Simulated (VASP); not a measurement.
Ce: single point with PBE+U

Crystal: Ce.

```
Ce
1.0
     0.00000    2.65219    2.65219
     2.65219    0.00000    2.65219
     2.65219    2.65219    0.00000
Ce
1
Direct
  0.00000 0.00000 0.00000
```

- Program: VASP 6.6.1
- Task: single point
- Functional: PBE
- Potentials or basis: VASP PAW PBE potentials, release 64 (Ce)
- Cutoff: 520 eV
- k mesh: 8 × 8 × 8
- Occupations: gaussian, width 0.05 eV
- Spin: collinear spin, typed start
- Starting moments: [1.22] μB
- Hubbard terms: Ce f U = 5.0 eV
- Dipole correction: no
- Further INCAR settings: ALGO = Normal; EDIFF = 1e-06; NBANDS = 16

| Property | Result |
| --- | --- |
| Pressure | -0.6 GPa |
| Band gap on the k mesh | none (metal or under the smearing width) |
| Net moment | 1.20 μB per cell |
| Site moments | Ce +1.06 μB |
| Valence electrons inside the program's atomic spheres | Ce 9.63 |

Levels at points of the mesh, in eV from the Fermi level:
Spin up:
| k point | band 4 | band 5 | band 6 | band 7 | band 8 | band 9 | band 10 | band 11 |
| --- | --- | --- | --- | --- | --- | --- | --- | --- |
| (0.00, 0.00, 0.00) | -17.17 | -3.60 | -2.81 | 1.29 | 1.29 | 1.29 | 2.36 | 2.36 |
| (0.50, 0.00, 0.00) | -17.31 | -2.52 | -1.92 | 1.13 | 1.13 | 1.67 | 2.62 | 2.63 |
| (0.50, 0.50, 0.00) | -17.57 | -2.41 | -2.04 | -1.47 | 2.32 | 2.64 | 2.64 | 2.80 |
Spin down:
```tsv
k point	band 3	band 4	band 5	band 6	band 7	band 8
(0.00, 0.00, 0.00)	-16.77	-16.77	-3.37	1.60	1.60	1.60
(0.50, 0.00, 0.00)	-16.92	-16.92	-1.64	1.31	1.31	2.07
(0.50, 0.50, 0.00)	-17.18	-17.18	-1.91	-1.16	2.73	3.05
```

Eigenvalues of the final occupation matrices:
| site | spin | trace | eigenvalues |
| --- | --- | --- | --- |
| site 1 f | 1 | 0.99 | 0.00 0.00 0.00 0.00 0.00 0.00 0.97 |
| site 1 f | 2 | 0.01 | 0.00 0.00 0.00 0.00 0.00 0.00 0.00 |

Run time: 2.9 min on 1 thread of Intel(R) Xeon(R) Platinum 8488C (Sapphire Rapids), with other jobs on the host, peak memory 0.2 GiB.

Caveat: the magnetic or orbital state may not be the lowest; spin-orbit coupling is left out, which moves the levels of the heavy elements. The state reached can hang on the start; a lower one may exist.
